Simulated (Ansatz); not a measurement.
# In: changing the dispersion correction

The cell as given:

```
CELL_PARAMETERS angstrom
1.66964 0.96397 8.20746
-1.66964 0.96397 8.20746
0.00000 -1.92793 8.20746
ATOMIC_POSITIONS crystal
In 0.22199 0.22199 0.22199
In 0.77801 0.77801 0.77801
In 0.00000 0.00000 0.00000
```

This isn't the form of In at room conditions, which is tetragonal.

Kept alike: task relaxation of cell and atoms; functional PBEsol; k mesh 9 × 9 × 9; occupations fermi-dirac, width 0.05 eV; no spin polarisation. Program: Ansatz, Ansatz PAW, cutoff 420 eV. The mesh is that of the run's cell of 3 atoms. No spin-orbit coupling.

```csv
dispersion correction,volume (Å³/atom)
D3(BJ),24.362
D3(BJ)-ATM,24.476
D4,24.943
none,25.698
```

The relaxations keep at least the cell's symmetry (R-3m). For a metal such a mesh leaves the last digits unconverged. Relaxations stop with a little pressure left, so the last digits of a volume or edge aren't settled. All rows use potentials made for PBE.

**Question.** What does the dispersion correction change here?

**Answer.** The volume runs from 24.362 (D3(BJ)) to 25.698 Å³/atom (none). Against no correction: D3(BJ) -5.2 %; D3(BJ)-ATM -4.8 %; D4 -2.9 %. Dispersion terms mostly attract and so lower the volume; the schemes' coefficients and damping set how far.
